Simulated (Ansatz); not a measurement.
Space group Im-3m (No. 229). a = 3.319 Å, b = 3.319 Å, c = 3.319 Å, α = 90.00°, β = 90.00°, γ = 90.00°
| atom | site | symmetry | x | y | z |
| --- | --- | --- | --- | --- | --- |
| Ta | 2a | m-3m | 0.0000 | 0.0000 | 0.0000 |

Equation of state of this Ta structure (not necessarily the ground state), with shape and atoms relaxed at each volume where symmetry leaves them free. It has no gap at any of these volumes. Level of theory: DFT PBE, scalar-relativistic, plane waves, PAW (Ansatz).

Cutoff 420 eV; k points 18×18×18 on the computed 1-atom cell (Γ-centred); Gaussian smearing, width 0.10 eV; no spin polarisation.

| V (Å³/atom) | E − E(largest V) (meV/atom) | P (GPa) |
| --- | --- | --- |
| 16.084 | 100.10 | 31.91 |
| 16.632 | 8.00 | 21.98 |
| 17.181 | -52.11 | 13.47 |
| 17.729 | -85.37 | 6.25 |
| 18.277 | -95.78 | 0.00 |
| 18.825 | -86.19 | -5.43 |
| 19.374 | -59.16 | -10.15 |
| 20.105 | 0.00 | -15.46 |

Problem. Fit a third-order Birch–Murnaghan equation to E(V).

Solution. V0 = 18.27 Å³/atom, B0 = 195 GPa, B0' = 3.9.

Spin-orbit coupling is left out, which matters for the bands of heavy elements.